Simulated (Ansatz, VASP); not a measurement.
**Two plane-wave programs on SnO2**

```xyz
3
Lattice="1.5524 0.8963 4.8006 -1.5524 0.8963 4.8006 0.0000 -1.7926 4.8006" Properties=species:S:1:pos:R:3 pbc="T T T"
Sn    0.0000    0.0000    7.2009
O     0.0000    0.0000   10.9861
O     0.0000    0.0000    3.4157
```

Change from the starting cell: strain = -0.04.

Alike in both runs: task single point; functional PBE; k mesh 10 × 10 × 10; occupations fermi-dirac, width 0.05 eV; no spin polarisation.

```csv
,VASP,Ansatz
version,VASP 6.6.1,Ansatz 0.2.0
potentials or method,"VASP PAW PBE potentials, release 64 (Sn_d, O)",Ansatz PAW
plane-wave cutoff (eV),520,420
valence electrons in the cell,26,26
```

VASP gave:

- gap on the k mesh at the Fermi level (eV): 2.74
- least direct gap on the mesh (eV): 2.98
- pressure (GPa): 17.1
- largest component of the traceless stress (GPa): 9.68
- rms of the force components (eV/Å): 0.395

Q: Which values does Ansatz return?

A: gap on the k mesh at the Fermi level (eV): 2.77; least direct gap on the mesh (eV): 3.00; pressure (GPa): 16.4; largest component of the traceless stress (GPa): 9.24; rms of the force components (eV/Å): 0.364.

Atom by atom the forces differ by 0.031 eV/Å (rms over components).

Caveats: spin-orbit coupling is left out, which moves the levels of the heavy elements; the pressure holds a Pulay correction of +0.8 GPa for the finite cutoff (Ansatz). A k mesh can miss the band edges.
